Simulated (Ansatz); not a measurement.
# Ti under changes of volume

One of the cells (17.636 Å³/atom); the others are scaled copies at fixed shape and fractional positions:

```
Ti
1.0
     2.95000    0.00000    0.00000
    -1.47500    2.55477    0.00000
     0.00000    0.00000    4.68000
Ti
2
Direct
  0.66667 0.33333 0.75000
  0.33333 0.66667 0.25000
```

```yaml
Program: Ansatz 0.2.0
Functional: PBE0
Potentials_or_basis: Ansatz PAW
Cutoff: "420 eV (not typed: the program's choice for these potentials)"
k_mesh: 6 × 6 × 4
Occupations: fermi-dirac, width 0.05 eV
Spin: no spin polarisation
```

```tsv
volume (Å³/atom)	energy over the lowest point (meV/atom)	pressure (GPa)
16.577	9.07	4.7
16.930	1.44	2.0
17.283	0.00	-0.7
17.636	4.29	-3.2
17.988	13.79	-5.4
18.341	28.07	-7.5
18.694	?	?
```

Problem. What does the run at 18.694 Å³/atom give?

Solution. Energy over the lowest point 46.66 meV/atom; pressure -9.4 GPa.

Worked out: A Birch-Murnaghan fit of order 3 (a polynomial in V^(-2/3)) to the other rows has its minimum at 17.19 Å³/atom with B0 = V·E''(V) = 129 GPa and B' = 3.3 at fixed shape and positions, which overstates the stiffness. It gives 46.77 meV/atom at 18.694 Å³/atom, against the run's 46.66, and -dE/dV = -9.4 GPa, against -9.4.

Energies are extrapolated to zero smearing.

Caveats: all runs use coarse meshes; the PAW data sets come from PBE, with cores solved anew for the run's functional, which leaves a small shift of forces and pressure; the thresholds are loose for stress.
